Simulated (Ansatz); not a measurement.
# MoSe2 (P6_3/mmc) in Ansatz: band structure with HSE06

Aim: the band structure of MoSe2 with HSE06.

Program: Ansatz 0.2.0. These are calculated values, not measurements. Logs are shortened: lines on timing, memory, paths and dates and some standing lists are left out, and cuts for length are marked.

### Step 1. The crystal as given

The structure is hexagonal, space group P6_3/mmc (No. 194). The conventional cell has a = 3.288 Å, b = 3.288 Å, c = 12.900 Å, α = 90.00°, β = 90.00°, γ = 120.00°. Around Mo (site symmetry -6m2) lie 6 Se at 2.49 Å. Around Se (site symmetry 3m) lie 3 Mo at 2.49 Å.

### Step 2. Band structure, HSE06

input reads:

```
crystal:
  lattice:
    - [3.288, 0.0, 0.0]
    - [-1.644, 2.8474915276, 0.0]
    - [0.0, 0.0, 12.9]
  atoms:
    - { symbol: Mo, position: [0.6666666667, 0.3333333333, 0.75] }
    - { symbol: Mo, position: [0.3333333333, 0.6666666667, 0.25] }
    - { symbol: Se, position: [0.6666666667, 0.3333333333, 0.375] }
    - { symbol: Se, position: [0.3333333333, 0.6666666667, 0.875] }
    - { symbol: Se, position: [0.6666666667, 0.3333333333, 0.125] }
    - { symbol: Se, position: [0.3333333333, 0.6666666667, 0.625] }
hamiltonian:
  xc: hse06
  pseudopotentials: { kind: paw }
kpoints:
  mp_grid: { grid: [6, 6, 2] }
  band_path:
    path:
      - [[0.0, 0.0, 0.0], [0.5, 0.0, 0.0], [0.3333333333, 0.3333333333, 0.0], [0.0, 0.0, 0.0], [0.0, 0.0, 0.5], [0.5, 0.0, 0.5], [0.3333333333, 0.3333333333, 0.5], [0.0, 0.0, 0.5]]
      - [[0.5, 0.0, 0.5], [0.5, 0.0, 0.0]]
      - [[0.3333333333, 0.3333333333, 0.0], [0.3333333333, 0.3333333333, 0.5]]
    npoints: 4
scf:
  occupations: { method: fermi_dirac, width: 0.05 }
  n_extra_bands: 15
output:
  forces: true
  stress: true
  eigenvalues: true
  fatbands: false
  write_density: true
  write_potential: true
  elf: true
  volumetric_format: npy
```

Potentials or basis: Ansatz PAW.

Standard output:

```text
Warning: output.stress: scf.convergence.dr2_threshold = 1e-7 eV (the SCF's general default) is looser than the 6e-10 eV advised for a printed stress (1e-10 eV for each atom of the cell: 6). What an SCF threshold leaves in a stress goes as its square root, and in the free energy as the threshold itself, and one threshold admits the most on a small cell: of the crystals measured, under no hybrid functional and no lock of the moments, on runs that ended without the residual-converged pass, on stresses that held no estimate of that error, the worst erred by over 100 MPa in a component at 1e-7 eV an atom and by under 5 at 1e-10. Set scf.convergence.dr2_threshold to 6e-10 eV or tighter. The threshold is an SCF's pass mark: one that does not reach it within its budget of iterations ends unconverged, or closes short of it on a stop that the run arms, and scf.convergence.dr2_threshold's page says what that costs each kind of run
Warning: output.stress: scf.exx.energy_threshold = 1e-6 eV is looser than the 6e-8 eV advised for a stress under a hybrid functional (1e-8 eV for each atom of the cell: 6). Every SCF of the exchange loop can meet its threshold on dr2 while the loop round them stops early: no threshold on dr2 bounds what that leaves in the stress. Set scf.exx.energy_threshold to 6e-8 eV or tighter. The threshold is the loop's pass mark: a loop that does not reach it within its budget of cycles ends unconverged, and scf.exx.energy_threshold's page has the law
scf.n_extra_bands = 15 over 46 filled bands (N_el = 92.0): the run solves 61 bands
GPUs: using 1 of 1 available (devices: 1).
Engine: ansatz 0.2.0, x86_64-unknown-linux-gnu
Pseudopotentials: kind: paw
Pseudopotential: Mo, paw, valence charge 14, recommended cutoff 420 eV (normal), Mo.paw.azcp
Pseudopotential: Se, paw, valence charge 16, recommended cutoff 420 eV (normal), Se.paw.azcp
Functional definition: HSE06
  parameter a = 0.25
  parameter omega = 0.11/bohr
  exchange = pbe_x - a*pbe_x_sr(omega) + a*exact_x_sr(omega)
  correlation = pbe_c
device memory: the entry about to start is reckoned to put 1.9 GiB on a device that reports 62.3 GiB free (of which the cap on the GPU budget leaves the run 18.0 GiB)
GPU FFT provider: cuFFT
GPU libraries: cuBLAS 13.8.2, cuFFT 12.4.0, cuSOLVER 12.3.4
Crystal: 6 atoms, lattice volume = 120.777 Å³
Basis set: ecut = 420 eV, 2395 PW (Γ), exchange–correlation on 48×48×180 points (8 copies of the dense FFT grid, shifted against one another)
Bands: 61, of which v1, the nominal top of the filled ones, is band 46 counted from 1 (45 counted from 0)
Symmetry: 24 space group operations
Space group: P63/mmc (ITA 194), of the structure as read, at distance tolerance 4.9e-5 Å
k-points: 14 of 72
Non-local potential: Mo, projectors of the file, l = 0: 3, l = 1: 2, l = 2: 2, l = 3: 1
Non-local potential: Se, projectors of the file, l = 0: 2, l = 1: 2, l = 2: 3, l = 3: 1
PAW form: soft (Blöchl's): semilocal exchange-correlation on the pseudo side does not see the compensation charge
[... 83 lines left out ...]
  E_nonlocal   = -2101.537685
  E_hartree    = 5747.946973
  E_xc         = -632.023120
  E_vxc        = -682.624795  (∫ρ·V_xc dr)
  E_exx        = -357.430344  (= α·E_x^exact, valence–valence)
  E_paw        = -13847.378271  (= ΣΔE_a)
  E_vpaw       = 883.528448  (= ΣTr[D̂ρ^β])
  E_aug_tail   = -0.002299  (compensation charges beyond the density's cutoff)
  E_ewald      = -9838.366413
  E_core_change = -5.162408  (= ΣΔE_core)
  E_smearing   = -0.000000  (= −TS)
  E_closure    = 0.000000  (closes the sum)
  Σ components = -31802.249052   (vs F -31802.249052, Δ=3.64e-12)
--- Forces (eV/Å), atoms counted from 1 ---
  atom   1  Mo     0.00000000    -0.00000000    -0.00000000
  atom   2  Mo     0.00000000     0.00000000     0.00000000
  atom   3  Se    -0.00000000    -0.00000000     0.59336187
  atom   4  Se    -0.00000000     0.00000000     0.59336187
  atom   5  Se    -0.00000000    -0.00000000    -0.59336187
  atom   6  Se    -0.00000000     0.00000000    -0.59336187
  max |Σ_I F_I| component: 1.27e-17 eV/Å
--- Stress (GPa, compression-positive) ---
        1.830842       0.000000      -0.000000
        0.000000       1.830842      -0.000000
       -0.000000      -0.000000       7.181313
  P = ⅓ Tr σ = 3.6143 GPa (36.143 kbar)
--- Band table (eV; the first three rows and the last of 14) ---
  k-point 0: bands = ["-53.0901", "-53.0901", "-39.6080", "-39.6080", "-39.6080", "-39.6080", "-39.6077", "-39.6077", "-39.6076", "-39.6076", "-39.5596", "-39.5596", "-39.5594", "-39.5594", "-39.5580", "-39.5580", "-39.5578", "-39.5578", "-39.5410", "-39.5408", "-39.5376", "-39.5374", "-25.8648", "-25.8647", "-25.6478", "-25.6478", "-25.6478", "-25.6478", "-4.3688", "-4.1102", "-3.1170", "-2.6968", "4.7763", "5.9023", "8.5318", "8.8917", "8.8917", "8.9070", "8.9070", "10.1713", "10.1713", "10.2164", "10.2164", "11.0337", "11.1652", "12.2263", "15.2973", "15.2973", "15.3526", "15.3526", "15.5996", "15.5996", "15.8032", "15.8032", "18.2586", "18.6014", "21.0212", "21.1509", "21.5062", "23.0029", "23.4012"]
  k-point 1: bands = ["-53.0901", "-53.0901", "-39.6080", "-39.6080", "-39.6080", "-39.6080", "-39.6076", "-39.6076", "-39.6076", "-39.6076", "-39.5595", "-39.5595", "-39.5595", "-39.5595", "-39.5579", "-39.5579", "-39.5579", "-39.5579", "-39.5409", "-39.5409", "-39.5375", "-39.5375", "-25.8647", "-25.8647", "-25.6478", "-25.6478", "-25.6478", "-25.6478", "-4.2576", "-4.2576", "-2.8910", "-2.8910", "5.2481", "5.2481", "8.8992", "8.8992", "8.8992", "8.8992", "9.5723", "9.5723", "10.1939", "10.1939", "10.1939", "10.1939", "11.9914", "11.9914", "15.3154", "15.3154", "15.3154", "15.3154", "15.7104", "15.7104", "15.7104", "15.7104", "18.4588", "18.4588", "21.2264", "21.2264", "21.8929", "21.8929", "23.6235"]
  k-point 2: bands = ["-53.0824", "-53.0824", "-39.6078", "-39.6078", "-39.6077", "-39.6077", "-39.6068", "-39.6068", "-39.6064", "-39.6064", "-39.5598", "-39.5596", "-39.5596", "-39.5594", "-39.5587", "-39.5585", "-39.5582", "-39.5579", "-39.5404", "-39.5402", "-39.5369", "-39.5367", "-25.8456", "-25.8455", "-25.7365", "-25.7365", "-25.6680", "-25.6680", "-3.9419", "-3.6911", "-2.8879", "-2.5119", "5.2607", "6.3559", "7.9165", "7.9644", "8.0332", "8.9113", "9.3150", "9.3531", "9.5506", "9.6128", "10.1943", "10.9828", "11.2118", "11.4740", "14.4274", "14.7353", "14.9815", "15.0341", "15.1111", "15.2377", "15.8283", "16.0175", "19.8375", "20.2521", "21.5097", "22.0321", "22.2983", "22.5466", "22.8536"]
  k-point 13: bands = ["-53.0555", "-53.0555", "-39.6059", "-39.6059", "-39.6047", "-39.6047", "-39.6045", "-39.6045", "-39.6044", "-39.6044", "-39.5615", "-39.5615", "-39.5601", "-39.5601", "-39.5594", "-39.5594", "-39.5585", "-39.5585", "-39.5383", "-39.5383", "-39.5346", "-39.5346", "-25.9053", "-25.9053", "-25.8724", "-25.8724", "-25.7776", "-25.7776", "-1.8913", "-1.8913", "-1.7432", "-1.7432", "5.7545", "5.7545", "6.3584", "6.3584", "7.0633", "7.0633", "7.4508", "7.4508", "8.4882", "8.4882", "9.2591", "9.2591", "11.6450", "11.6450", "13.5532", "13.5532", "15.1003", "15.1003", "15.6803", "15.6803", "17.1183", "17.1183", "19.2082", "19.2082", "20.1916", "20.1916", "21.6944", "21.6944", "23.8338"]
```

bands.tsv:

```text
[... 61 lines left out ...]
```

rho_z.tsv:

```text
# z_ang	rho[e/angstrom^3]
# format = ansatz-planar-average/11
# lattice	3.288000000	0.000000000	0.000000000
# lattice	-1.644000000	2.847491528	0.000000000
# lattice	0.000000000	0.000000000	12.900000000
# sites	6
# site	42	1.644000000	0.949163843	9.675000000
# site	42	0.000000000	1.898327685	3.225000000
# site	34	1.644000000	0.949163843	4.837500000
# site	34	0.000000000	1.898327685	11.287500000
# site	34	1.644000000	0.949163843	1.612500000
# site	34	0.000000000	1.898327685	8.062500000
0.000000	4.504471e-2
0.143333	4.906467e-2
0.286667	6.229512e-2
0.430000	8.583005e-2
0.573333	1.227693e-1
0.716667	1.745501e-1
[... 82 lines left out ...]
12.613333	6.229512e-2
12.756667	4.906467e-2
```

Run time: 2.4 min. Hardware: 1 × NVIDIA H100 80GB HBM3 with 2 threads of AMD EPYC 7R13 (Zen 3), shared host; peak memory 3 GiB.

What came out:

```yaml
Free_energy: -31802.2491 eV
Pressure: 3.6 GPa
Largest_force: 0.593 eV/Å
Band_gap_on_the_k_mesh: 1.33 eV, indirect (least direct gap 1.81 eV)
Band_gap_along_the_path: 1.33 eV, indirect (least direct gap 1.81 eV)
```

Forces in eV/Å, atoms in the order of the input:
```
Mo   0.000  0.000  0.000
Mo   0.000  0.000  0.000
Se   0.000  0.000  0.593
Se   0.000  0.000  0.593
Se   0.000  0.000 -0.593
Se   0.000  0.000 -0.593
```

Levels at the corners of the path, in eV from the valence-band top:
```tsv
point	band 42	band 43	band 44	band 45	band 46	band 47	band 48	band 49	band 50	band 51
Γ	-2.01	-2.01	-1.19	-1.06	0.00	3.07	3.07	3.13	3.13	3.37
M	-2.56	-1.60	-1.50	-1.38	-1.38	1.94	2.00	2.35	2.64	3.52
K	-4.09	-2.81	-2.81	-0.66	-0.48	1.33	1.33	2.38	3.41	3.41
Γ	-2.01	-2.01	-1.19	-1.06	0.00	3.07	3.07	3.13	3.13	3.37
A	-2.03	-2.03	-2.03	-0.23	-0.23	3.09	3.09	3.09	3.09	3.48
L	-2.70	-1.49	-1.49	-1.42	-1.42	1.97	1.97	2.51	2.51	3.96
H	-3.74	-2.97	-2.97	-0.58	-0.58	1.33	1.33	2.87	2.87	3.45
A	-2.03	-2.03	-2.03	-0.23	-0.23	3.09	3.09	3.09	3.09	3.48
L	-2.70	-1.49	-1.49	-1.42	-1.42	1.97	1.97	2.51	2.51	3.96
M	-2.56	-1.60	-1.50	-1.38	-1.38	1.94	2.00	2.35	2.64	3.52
K	-4.09	-2.81	-2.81	-0.66	-0.48	1.33	1.33	2.38	3.41	3.41
H	-3.74	-2.97	-2.97	-0.58	-0.58	1.33	1.33	2.87	2.87	3.45
```

Caveat: the cell's inner coordinates are idealised or old, which leaves forces on the atoms; this functional lacks dispersion, which binds the layers, so the pressure and a relaxed spacing across them are unreliable; the PAW data sets come from PBE, with cores solved anew for the run's functional, which leaves a small shift of forces and pressure; the thresholds are loose for stress.
